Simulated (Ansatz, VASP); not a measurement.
TiB in VASP and in Ansatz

```xyz
8
Lattice="6.0373 0.0000 0.0000 0.0000 3.0186 0.0000 0.0000 0.0000 4.4984" Properties=species:S:1:pos:R:3 pbc="T T T"
Ti    4.0872    0.7547    1.6959
Ti    1.9500    2.2640    2.8025
Ti    4.9687    2.2640    3.9451
Ti    1.0686    0.7547    0.5533
B     3.1937    0.7547    4.0350
B     2.8436    2.2640    0.4633
B     5.8622    2.2640    1.7859
B     0.1751    0.7547    2.7125
```

Change from the starting cell: volume scaled by 0.96.

Alike in both runs: task single point; functional PBEsol; k mesh 5 × 9 × 6; occupations fermi-dirac, width 0.05 eV; no spin polarisation.

|  | VASP | Ansatz |
| --- | --- | --- |
| version | VASP 6.6.1 | Ansatz 0.2.0 |
| potentials or method | VASP PAW PBE potentials, release 64 (Ti_sv, B) | Ansatz PAW |
| plane-wave cutoff (eV) | 520 | 420 |
| valence electrons in the cell | 60 | 60 |

```tsv
	VASP	Ansatz	Ansatz less VASP
gap on the k mesh at the Fermi level (eV)	none	none	-
pressure (GPa)	3.3	3.2	-0.12
largest component of the traceless stress (GPa)	0.51	0.49	-0.022
rms of the force components (eV/Å)	0.087	0.089	+0.0015
```

Atom by atom the forces differ by 0.005 eV/Å (rms over components). A gap of «none» marks a metal or a gap that the smearing closes. The functional is the same, so the differences come from potentials, cutoffs and numerics.

Caveats: the PAW data sets were made with another functional, which shifts forces and pressure a little (VASP); the PAW data sets come from PBE, with cores solved anew for the run's functional, which leaves a small shift of forces and pressure (Ansatz).
